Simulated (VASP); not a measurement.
Write the native input for VASP 6.6.1 that does the following.

| Property | Result |
| --- | --- |
| Task | single point |
| Functional | LDA |
| Potentials or basis | VASP PAW LDA potentials, release 64 (Mg, O) |
| Cutoff | 520 eV |
| k mesh | 6 × 6 × 6 |
| Occupations | fermi-dirac, width 0.05 eV |
| Spin | no spin polarisation |
| Dipole correction | no |
| Further INCAR settings | ALGO = Normal; EDIFF = 1e-06; NBANDS = 40 |

The structure of MgO2 lies in POSCAR:

```
MgO2
1.0
    4.7300417000      0.0000000000      0.0000000000
    0.0000000000      4.7300417000      0.0000000000
    0.0000000000      0.0000000000      4.7300417000
Mg O
4 8
Direct
    0.0000000000      0.0000000000      0.0000000000
    0.5000000000      0.0000000000      0.5000000000
    0.5000000000      0.5000000000      0.0000000000
    0.0000000000      0.5000000000      0.5000000000
    0.5894244400      0.9105755600      0.0894244400
    0.9105755600      0.0894244400      0.5894244400
    0.0894244400      0.5894244400      0.9105755600
    0.4105755600      0.4105755600      0.4105755600
    0.5894244400      0.5894244400      0.5894244400
    0.9105755600      0.4105755600      0.0894244400
    0.0894244400      0.9105755600      0.4105755600
    0.4105755600      0.0894244400      0.9105755600
```

The cell is a database's computed one.

One way to write it, as run:

INCAR

```
SYSTEM = MgO2
PREC = Accurate ; ENCUT = 520
EDIFF = 1E-6 ; ISMEAR = -1
SIGMA = 0.05 ; LREAL = .FALSE.
LASPH = .TRUE. ; NELM = 60
ALGO = Normal ; ISIF = 2
LWAVE = .FALSE. ; LCHARG = .TRUE.
GGA = CA ; LELF = .TRUE.
LVHAR = .TRUE. ; NBANDS = 40
```

KPOINTS

```
Automatic mesh
0
G
  6 6 6
  0 0 0
```

Potentials or basis: VASP PAW LDA potentials, release 64 (Mg, O).

Launch:

```console
$ cat potpaw_LDA.64/Mg/POTCAR potpaw_LDA.64/O/POTCAR > POTCAR
$ mpirun -np 1 vasp_std > vasp.out
```

It gave:

The pressure is 3.6 GPa. The largest force is 0.126 eV/Å and the band gap on the k mesh is 4.14 eV, indirect (least direct gap 4.29 eV).

It took 39 s on 1 thread of Intel(R) Xeon(R) 6975P-C (Granite Rapids), with other jobs on the host, peak memory 0.21 GiB.
